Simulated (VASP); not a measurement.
# Pt in VASP: further runs, part 3 of 3

VASP 6.6.1. The steps go on from the part before.

### 4 Single point, PBE

INCAR

```
ALGO     = Fast           # electronic algorithm
DIPOL    = 0.5 0.5 0.500
EDIFF    = 1E-7           # SCF threshold, eV
ENCUT    = 520            # plane-wave cutoff, eV
GGA      = PE             # functional
ICORELEVEL= 1            
IDIPOL   = 3            
ISIF     = 2              # what is computed and relaxed
ISMEAR   = 1              # smearing method
KPAR     = 2            
LASPH    = True           # aspherical terms in the spheres
LCHARG   = False          # write CHGCAR
LDIPOL   = True         
LREAL    = False          # projectors in reciprocal space
LVACPOTAV= True         
LVHAR    = True         
LWAVE    = False          # write WAVECAR
NBANDS   = 39             # bands
NELM     = 80             # most SCF steps
PREC     = Accurate       # precision mode
SIGMA    = 0.1            # smearing width, eV
```

KPOINTS

```
k-points
0
Gamma
  15 15 1
```

POSCAR

```
Pt                                      
1.0
    2.8050756300      0.0000000000      0.0000000000
   -1.4025378200      2.4292667600      0.0000000000
    0.0000000000      0.0000000000     26.4516733100
  Pt            
     6
Direct
     0.6666666699999979    0.3333333300000021    0.2830612597229376
     0.3333333300000021    0.6666666699999979    0.3707079463659277
     1.0000000000000000    0.0000000000000000    0.4569765488296441
     0.6666666699999979    0.3333333300000021    0.5430234511703559
     0.3333333300000021    0.6666666699999979    0.6292920536340723
     0.0000000000000000    1.0000000000000000    0.7169387402770625
```

Potentials or basis: VASP PAW PBE potentials, release 64 (Pt).

The run is started by

```
cat potpaw_PBE.64/Pt/POTCAR > POTCAR
mpirun -np 2 vasp_std > vasp.out
```

OUTCAR:

```text
EDIFF = 1E-7
   ENCUT = 520
   GGA = PE
   ISIF = 2
   ISMEAR = 1
   LASPH = True
   LREAL = False
   NELM = 80
   PREC = Accurate

 ion  position               nearest neighbor table
   1  0.667  0.333  0.283-   2 2.83   2 2.83   2 2.83
   2  0.333  0.667  0.371-   3 2.80   3 2.80   3 2.80   1 2.83   1 2.83   1 2.83
   3  0.000  0.000  0.457-   4 2.79   4 2.79   4 2.79   2 2.80   2 2.80   2 2.80
   4  0.667  0.333  0.543-   3 2.79   3 2.79   3 2.79   5 2.80   5 2.80   5 2.80
   5  0.333  0.667  0.629-   4 2.80   4 2.80   4 2.80   6 2.83   6 2.83   6 2.83
   6  0.000  0.000  0.717-   5 2.83   5 2.83   5 2.83

  LATTYP: Found a hexagonal cell.
 ALAT       =     2.8050756300
 C/A-ratio  =     9.4299323081

  Lattice vectors:

 A1 = (   2.8050756300,   0.0000000000,   0.0000000000)
 A2 = (  -1.4025378200,   2.4292667600,   0.0000000000)
 A3 = (   0.0000000000,   0.0000000000,  26.4516733100)

Analysis of symmetry for initial positions (statically):
=====================================================================
 Subroutine PRICEL returns:
 Original cell was already a primitive cell.

 Routine SETGRP: Setting up the symmetry group for a
 hexagonal supercell.

 Subroutine GETGRP returns: Found 12 space group operations
 (whereof  6 operations were pure point group operations)
 out of a pool of 24 trial point group operations.

The static configuration has the point symmetry C_3v.
 The point group associated with its full space group is D_3d.

Analysis of symmetry for dynamics (positions and initial velocities):
=====================================================================
 Subroutine PRICEL returns:
 Original cell was already a primitive cell.

 Routine SETGRP: Setting up the symmetry group for a
 hexagonal supercell.

 Subroutine GETGRP returns: Found 12 space group operations
 (whereof  6 operations were pure point group operations)
 out of a pool of 24 trial point group operations.

The dynamic configuration has the point symmetry C_3v.
 The point group associated with its full space group is D_3d.

 Subroutine INISYM returns: Found 12 space group operations
 (whereof  6 operations are pure point group operations),
 and found     1 'primitive' translations

----------------------------------------------------------------------------------------

                                     Primitive cell

  volume of cell :     180.2490

  direct lattice vectors                    reciprocal lattice vectors
     2.805075630  0.000000000  0.000000000     0.356496627  0.205823424  0.000000000
    -1.402537820  2.429266760  0.000000000     0.000000000  0.411646846  0.000000000
     0.000000000  0.000000000 26.451673310     0.000000000  0.000000000  0.037804792

  length of vectors
     2.805075630  2.805075637 26.451673310     0.411646847  0.411646846  0.037804792

  position of ions in fractional coordinates (direct lattice)
     0.666666670  0.333333330  0.283061260
     0.333333330  0.666666670  0.370707946
     0.000000000  0.000000000  0.456976549
     0.666666670  0.333333330  0.543023451
     0.333333330  0.666666670  0.629292054
     0.000000000  0.000000000  0.716938740
[... 83 lines left out ...]
   EDIFFG = 0.1E-05   stopping-criterion for IOM
   NSW    =      0    number of steps for IOM
   IBRION =     -1    ionic relax: 0-MD 1-quasi-New 2-CG
   NFREE  =      0    steps in history (QN), initial steepest desc. (CG)
   ISIF   =      2    stress and relaxation
   ISYM   =      2    0-nonsym 1-usesym 2-fastsym
   POTIM  = 0.5000    time-step for ionic-motion
   TEBEG  =    0.0;   TEEND  =   0.0 temperature during run
   PSTRESS=    0.0 pullay stress
   NELECT =      60.0000    total number of electrons
   NUPDOWN=      -1.0000    fix difference up-down
   EMIN   =  10.00;   EMAX   =-10.00  energy-range for DOS
   EFERMI =   0.00;   METHOD = LEGACY
   ISMEAR =     1;   SIGMA  =   0.10  broadening in eV -4-tet -1-fermi 0-gaus
   EFERMI_NEDOS =   21; number of points for ismear=-14 and -15
   IALGO  =     68    algorithm
   IMIX   =      4    mixing-type and parameters
     AMIX     =   0.40;   BMIX     =  1.00
     AMIX_MAG =   1.60;   BMIX_MAG =  1.00
  volume/ion in A,a.u.               =      30.04       202.73
  Fermi-wavevector in a.u.,A,eV,Ry     =   1.134578  2.144041 17.514327  1.287267
  Thomas-Fermi vector in A             =   2.271282
   LORBIT       =      0    0 simple, 1 ext, 2 COOP (PROOUT), +10 PAW based schemes
   GGA     = PE    functional components
   LHFCALC =     F    Hartree Fock is set to
   AEXX    =    0.0000 exact exchange contribution
   IVDW    =     0    specifies the selected vdW correction
   LEPSILON=     F    determine dielectric tensor
   LRPA    =     F    only Hartree local field effects (RPA)
 non-spin polarized calculation
 RMM-DIIS sequential band-by-band and
 Methfessel and Paxton  Order N= 1 SIGMA  =   0.10
  energy-cutoff  :      520.00
  volume of cell :      180.25
 maximum number of plane-waves:      4893
 NGX is ok and might be reduce to    24
   NGX = 11   NGY = 11   NGZ = 99

 number of electron      59.9999997 magnetization

 dipolmoment           0.000000      0.000000      0.000000 electrons x Angstroem

 Free energy of the ion-electron system (eV)
  ---------------------------------------------------
  ext. energy  EPLUGINS =         0.00000000
  ---------------------------------------------------
  free energy    TOTEN  =       -35.34277709 eV

  energy without entropy =      -35.34732511  energy(sigma->0) =      -35.34429310

 the core state eigenenergies are
   1-  1s -78395.1930  2s -13764.8102  2p -11925.0821  3s  -3228.6599  3p  -2693.1606
       3d  -2113.5324  4s   -688.9519  4p   -513.3941  4d   -300.4661  4f    -63.8725
       5s    -95.3151  5p    -49.4080
   2-  1s -78395.5723  2s -13765.2091  2p -11925.4793  3s  -3229.0715  3p  -2693.5721
       3d  -2113.9432  4s   -689.3809  4p   -513.8251  4d   -300.8992  4f    -64.3096
       5s    -95.7840  5p    -49.8844
   3-  1s -78395.6414  2s -13765.2834  2p -11925.5534  3s  -3229.1469  3p  -2693.6475
       3d  -2114.0187  4s   -689.4580  4p   -513.9024  4d   -300.9770  4f    -64.3878
       5s    -95.8656  5p    -49.9667
   4-  1s -78395.6414  2s -13765.2834  2p -11925.5534  3s  -3229.1469  3p  -2693.6475
       3d  -2114.0187  4s   -689.4580  4p   -513.9024  4d   -300.9770  4f    -64.3878
       5s    -95.8656  5p    -49.9667
   5-  1s -78395.5723  2s -13765.2091  2p -11925.4793  3s  -3229.0715  3p  -2693.5721
       3d  -2113.9432  4s   -689.3809  4p   -513.8251  4d   -300.8992  4f    -64.3096
       5s    -95.7840  5p    -49.8844
   6-  1s -78395.1930  2s -13764.8102  2p -11925.0821  3s  -3228.6599  3p  -2693.1606
       3d  -2113.5324  4s   -688.9519  4p   -513.3941  4d   -300.4661  4f    -63.8725
       5s    -95.3151  5p    -49.4080

 E-fermi :   2.7127     XC(G=0):  -7.5765

 val. band max:        2.6974323177   @ k =   0.4667   0.0667   0.0000
 cond. band min:       2.7162717688   @ k =   0.4667   0.0667   0.0000
 fundamental gap:      0.0188394510
 Fermi energy:         2.7127308981

 k-point     1 :       0.0000    0.0000    0.0000
  band No.  band energies     occupation
      1      -6.8785      2.00000
      2      -6.1016      2.00000
      3      -5.1807      2.00000
      4      -4.4673      2.00000
      5      -4.0614      2.00000
      6      -4.0209      2.00000
[... 997 lines left out ...]
     38       8.7886      0.00000
     39       9.3448      0.00000

 [... further k-points ...]

------------------------ aborting loop because EDIFF is reached ----------------------------------------

  FORCE on cell =-STRESS in cart. coord.  units (eV):
  Direction    XX          YY          ZZ          XY          YZ          ZX
  --------------------------------------------------------------------------------------
  -------------------------------------------------------------------------------------
  Total       -4.5322511     -4.5322511     -0.1749770      0.0000000      0.0000000     -0.0000000
  in kB      -40.2857648    -40.2857650     -1.5553161      0.0000001      0.0000000     -0.0000000
  external PRESSURE =     -27.3756153 kB  Pullay stress =       0.0000000 kB

 VOLUME and BASIS-vectors are now :
 -----------------------------------------------------------------------------
  energy-cutoff  :      520.00
  volume of cell :      180.25
      direct lattice vectors                 reciprocal lattice vectors
     2.805075630  0.000000000  0.000000000     0.356496627  0.205823424  0.000000000
    -1.402537820  2.429266760  0.000000000     0.000000000  0.411646846  0.000000000
     0.000000000  0.000000000 26.451673310     0.000000000  0.000000000  0.037804792

 POSITION                                       TOTAL-FORCE (eV/Angst)
 -----------------------------------------------------------------------------------
      1.40254      0.80976      7.48744        -0.000000      0.000000      0.004121
     -0.00000      1.61951      9.80585         0.000000      0.000000      0.005522
      0.00000      0.00000     12.08779        -0.000000      0.000000      0.006478
      1.40254      0.80976     14.36388         0.000000     -0.000000     -0.006478
     -0.00000      1.61951     16.64583        -0.000000      0.000000     -0.005522
      0.00000      0.00000     18.96423         0.000000      0.000000     -0.004121
 -----------------------------------------------------------------------------------
    total drift:                               -0.000000      0.000000      0.000001

  FREE ENERGIE OF THE ION-ELECTRON SYSTEM (eV)
  ---------------------------------------------------
  free  energy   TOTEN  =       -35.3427770876 eV

  energy  without entropy=      -35.3473251101  energy(sigma->0) =      -35.34429310

 vacuum level on the upper side and lower side of the slab         8.453         8.453
```

It took 2.6 min on 2 MPI ranks of Intel Xeon Platinum 8488C (Sapphire Rapids), shared host; peak memory 0.4 GiB.

Results:

* Free energy: -35.3428 eV
* Largest force: 0.006 eV/Å
* Band gap on the k mesh: none (metal or under the smearing width)
* Work function of the upper face: 5.74 eV
* Work function of the lower face: 5.74 eV

Forces in eV/Å, atoms in the order of the input:
```
Pt   0.000  0.000  0.004
Pt   0.000  0.000  0.006
Pt   0.000  0.000  0.006
Pt   0.000  0.000 -0.006
Pt   0.000  0.000 -0.006
Pt   0.000  0.000 -0.004
```

Levels at points of the mesh, in eV from the Fermi level:
| k point | band 26 | band 27 | band 28 | band 29 | band 30 | band 31 | band 32 | band 33 |
| --- | --- | --- | --- | --- | --- | --- | --- | --- |
| (0.00, 0.00, 0.00) | -1.49 | -1.49 | -1.17 | -1.17 | -0.69 | -0.69 | -0.21 | -0.21 |

Core levels (eV, on the scale of the bands):
| atom | levels |
| --- | --- |
| 1 Pt | 1s -78395.2, 2s -13764.8, 2p -11925.1, 3s -3228.7, 3p -2693.2, 3d -2113.5, 4s -689.0, 4p -513.4, 4d -300.5, 4f -63.9, 5s -95.3, 5p -49.4 |
| 2 Pt | 1s -78395.6, 2s -13765.2, 2p -11925.5, 3s -3229.1, 3p -2693.6, 3d -2113.9, 4s -689.4, 4p -513.8, 4d -300.9, 4f -64.3, 5s -95.8, 5p -49.9 |
| 3 Pt | 1s -78395.6, 2s -13765.3, 2p -11925.6, 3s -3229.1, 3p -2693.6, 3d -2114.0, 4s -689.5, 4p -513.9, 4d -301.0, 4f -64.4, 5s -95.9, 5p -50.0 |
| 4 Pt | 1s -78395.6, 2s -13765.3, 2p -11925.6, 3s -3229.1, 3p -2693.6, 3d -2114.0, 4s -689.5, 4p -513.9, 4d -301.0, 4f -64.4, 5s -95.9, 5p -50.0 |
| 5 Pt | 1s -78395.6, 2s -13765.2, 2p -11925.5, 3s -3229.1, 3p -2693.6, 3d -2113.9, 4s -689.4, 4p -513.8, 4d -300.9, 4f -64.3, 5s -95.8, 5p -49.9 |
| 6 Pt | 1s -78395.2, 2s -13764.8, 2p -11925.1, 3s -3228.7, 3p -2693.2, 3d -2113.5, 4s -689.0, 4p -513.4, 4d -300.5, 4f -63.9, 5s -95.3, 5p -49.4 |

The run has no spin-orbit coupling, so splittings on Pt are missing.
